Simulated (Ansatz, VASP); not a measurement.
One calculation of Hf, two programs

File INCAR:

```
ALGO     = Normal         # electronic algorithm
EDIFF    = 1E-6           # SCF threshold, eV
ENCUT    = 520            # plane-wave cutoff, eV
GGA      = PS             # functional
ISIF     = 2              # what is computed and relaxed
ISMEAR   = -1             # smearing method
ISPIN    = 2              # spin polarisation
LASPH    = T              # aspherical terms in the spheres
LCHARG   = F              # write CHGCAR
LMAXMIX  = 4              # l up to which the mixer works
LORBIT   = 11             # projections on sites
LREAL    = F              # projectors in reciprocal space
LWAVE    = F              # write WAVECAR
MAGMOM   = 0.6            # initial moments
NBANDS   = 15             # bands
NELM     = 150            # most SCF steps
PREC     = Accurate       # precision mode
SIGMA    = 0.05           # smearing width, eV
```

The input KPOINTS:

```
k-points
0
Gamma
  13 13 13
```

The input POSCAR:

```
Hf
1.0
   -1.8050000000      1.8050000000      1.8050000000
    1.8050000000     -1.8050000000      1.8050000000
    1.8050000000      1.8050000000     -1.8050000000
Hf
1
Direct
    0.0000000000      0.0000000000      0.0000000000
```

Input for Ansatz:

```yaml
crystal:
  lattice:
    - [-1.805, 1.805, 1.805]
    - [1.805, -1.805, 1.805]
    - [1.805, 1.805, -1.805]
  atoms:
    - { symbol: Hf, position: [0.0, 0.0, 0.0], spin: 0.6 }
magnetization:
  spin_polarized: true
kpoints:
  mp_grid: { grid: [13, 13, 13] }
scf:
  occupations: { method: fermi_dirac, width: 0.05 }
  lower_state_search: "off"
hamiltonian:
  xc: pbesol
  pseudopotentials: { kind: all_electron, lapw: { basis_error: 0.001 } }
output:
  forces: true
  stress: true
  eigenvalues: false
  populations: true
  dos: { projected: true, de: 0.1, e_range: [-8, 5] }
```

Alike in both runs: task single point; functional PBEsol; k mesh 13 × 13 × 13; occupations fermi-dirac, width 0.05 eV; collinear spin.

|  | VASP | Ansatz |
| --- | --- | --- |
| version | VASP 6.6.1 | Ansatz 0.2.0 |
| potentials or method | VASP PAW PBE potentials, release 64 (Hf_pv) | all-electron LAPW, scalar-relativistic |
| plane-wave cutoff (eV) | 520 | see its input |

|  | VASP | Ansatz | Ansatz less VASP |
| --- | --- | --- | --- |
| pressure (GPa) | -9.3 | -8.9 | +0.32 |
| net moment per atom (μB) | 0.00 | 0.00 | -0.001 |

Ansatz ran all-electron here, so the differences hold the error of VASP's frozen core and of both bases. Ansatz warned: «seeded_moment_not_kept».

Caveats: the PAW data sets were made with another functional, which shifts forces and pressure a little (VASP). Spin-orbit coupling is left out, which matters for the levels of Hf.
